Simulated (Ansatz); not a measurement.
# AlN, space group P6_3/mmc: a calculation of the dielectric tensor and Born charges

Run with the Python package of Ansatz (0.2.0).

`eps_aln.py`:
```python
# -*- coding: utf-8 -*-
import logging
import sys

import ansatz as az
import numpy as np

logging.basicConfig(stream=sys.stdout, format="[%(levelname)s] %(message)s")
log = logging.getLogger("ansatz_job")
log.setLevel(logging.INFO)

crystal = (
    az.Lattice.of([3.312116, 0.0, 0.0], [-1.656058, 2.868376, 0.0], [0.0, 0.0, 4.187563])
    .atom("Al", [1 / 3, 2 / 3, 0.75])
    .atom("Al", [2 / 3, 1 / 3, 0.25])
    .atom("N", [1 / 3, 2 / 3, 0.25])
    .atom("N", [2 / 3, 1 / 3, 0.75])
)

calc = (
    crystal.calculation()
    .functional(az.Functional.PBESOL)
    .basis(20 * az.Ry, xc_grid=3)
    .kpoints(5, 5, 4, center="gamma")
    .mixing("msr1", beta=0.3)
    .scf(max_iterations=200, self_checks="low")
    .occupations("fixed")
    .dielectric()
)
done = calc.run(threads=1)
response = done.dielectric
eps = np.asarray(response.eps_inf)

log.info("eps_inf")
print(np.round(eps, 3) + 0.0)
for index, (site, z) in enumerate(zip(done.lattice.sites, response.zstar_e)):
    print("Born charge tensor of", site.symbol, index)
    print(np.round(z, 3) + 0.0)
log.info(f"charge neutrality missed by {response.zstar_sum_residual_pre_e:.4f} e before the sum rule")
```

Output of `python eps_aln.py`:
```text
DeckWarning: basis.ecutwfc = 272.11386245988 eV is below the records' recommended 420 eV, and the density's cutoff is lower with it unless basis.ecutrho_ratio is high enough to keep the records' density cutoff: compare with a run at a higher cutoff
[INFO] eps_inf
[[4.562 0.    0.   ]
 [0.    4.562 0.   ]
 [0.    0.    5.074]]
Born charge tensor of Al 0
[[2.534 0.    0.   ]
 [0.    2.534 0.   ]
 [0.    0.    3.167]]
Born charge tensor of Al 1
[[2.534 0.    0.   ]
 [0.    2.534 0.   ]
 [0.    0.    3.167]]
Born charge tensor of N 2
[[-2.534  0.     0.   ]
 [ 0.    -2.534  0.   ]
 [ 0.     0.    -3.167]]
Born charge tensor of N 3
[[-2.534  0.     0.   ]
 [ 0.    -2.534  0.   ]
 [ 0.     0.    -3.167]]
[INFO] charge neutrality missed by 0.0109 e before the sum rule
```
(Warnings from the package without file and line.)

Notes:
- These settings explore the input space; cutoff and mesh may be short of convergence.
- The cutoff lies under the one recommended for these potentials.
- The Fermi level of a run with fixed occupations marks the highest occupied state on its mesh, not mid-gap.
- Averages over directions belong to no single polarisation, least of all in layered crystals.
- This cell is a computed structure, which may not be the phase found in nature.
- This is the electronic (clamped-ion) response; a semilocal gap that is too small tends to raise it. The typed mesh is that of the SCF; the response is solved on denser meshes that the run picks.
- Wall time of the script: 59 s on 1 thread of Arm Neoverse V2, with other jobs on the host, peak memory 0.49 GiB.
